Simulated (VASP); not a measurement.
# B under changes of volume

One of the cells (9.295 Å³/atom); the others are scaled copies at fixed shape and fractional positions:

```
B
1.0
     1.63532    0.00000    0.00000
     0.00000    2.88513    0.00000
     0.00000    0.00000    3.94032
B
2
Direct
  0.00000 0.50000 0.60926
  0.50000 0.00000 0.39074
```

The cell was built by a generator and needn't be a form met in nature.

- Program: VASP 6.6.1
- Functional: PBE
- Potentials or basis: VASP PAW PBE potentials, release 64 (B)
- Cutoff: 520 eV
- k mesh: 16 × 9 × 7
- Occupations: fermi-dirac, width 0.05 eV
- Spin: no spin polarisation

```tsv
volume (Å³/atom)	energy over the lowest point (meV/atom)	pressure (GPa)	largest force (eV/Å)
8.566	18.95	12.3	0.261
8.749	7.37	7.9	0.169
8.931	0.62	3.8	0.084
9.295	0.00	-3.3	0.066
9.478	5.42	-6.4	0.133
9.660	?	?	?
```

Problem. What does the run at 9.660 Å³/atom give?

Solution. Energy over the lowest point 14.23 meV/atom; pressure -9.2 GPa; largest force 0.195 eV/Å.

Worked out: A Birch-Murnaghan fit of order 3 (a polynomial in V^(-2/3)) to the other rows has its minimum at 9.12 Å³/atom with B0 = V·E''(V) = 177 GPa and B' = 3.3 at fixed shape and positions, which overstates the stiffness. It gives 14.22 meV/atom at 9.660 Å³/atom, against the run's 14.23, and -dE/dV = -9.2 GPa, against -9.2.

Energies are extrapolated to zero smearing.

Caveats: this functional lacks dispersion, which binds the layers, so the pressure and a relaxed spacing across them are unreliable.
